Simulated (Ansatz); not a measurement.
**MnSb under compression and expansion**

```
Mn Sb
1.0
     0.00000    3.09009    3.09009
     3.09009    0.00000    3.09009
     3.09009    3.09009    0.00000
Mn Sb
1 1
Direct
  0.00000 0.00000 0.00000
  0.25000 0.25000 0.25000
```

The structure comes from a relaxation in the same program, started in the zincblende type, and has space group F-43m. Whether it is a known phase or the ground state wasn't checked.

Other magnetic orders may lie lower; this is the state that the run reached.

Spin–orbit coupling is left out, though it moves levels of the heavy atoms by tenths of an eV or more.

All numbers are computed: DFT, PBE, all-electron LAPW, scalar-relativistic (Ansatz 0.2.0); DFT, PBE, PAW with Ansatz's default frozen-core files, scalar-relativistic (Ansatz 0.2.0).

For LAPW: a Γ-centred 10×10×10 k mesh, Fermi–Dirac smearing of 0.03 eV, basis error target 0.5 meV/atom, spin-polarised from start moments Mn1 4 μB. PAW takes a cutoff of 420 eV at this cell. The Ansatz runs share mesh, smearing and spin set-up. Plane-wave (PAW) pressures include the program's estimate of the Pulay term.

The cell above is scaled evenly, with fractional coordinates and shape held.

```tsv
V/V(cell)	V (Å³/atom)	P, LAPW (GPa)	P, PAW (GPa)	moment, LAPW (μB)
0.9600	28.326	2.01	2.01	4.00
0.9800	28.916	0.95	0.94	4.00
1.0000	29.506	-0.01	-0.02	4.00
1.0200	30.096	-0.86	-0.87	4.00
1.0400	30.686	?	?	?
```

**Question.** Fill in the row V/V(cell) = 1.0400.

**Answer.** P, LAPW (GPa) = -1.63, P, PAW (GPa) = -1.64, moment, LAPW (μB) = 4.00.

**Question.** What do Birch–Murnaghan fits to the pressures give?

**Answer.** LAPW: V0 = 29.50 Å³/atom, B0 = 45 GPa, B0′ = 4.5; PAW: V0 = 29.50 Å³/atom, B0 = 45 GPa, B0′ = 4.5.

PAW's V0 lies -0.02 % from the all-electron value and its B0 0.1 %. Symmetry fixes shape and coordinates here, so this is the relaxed modulus.
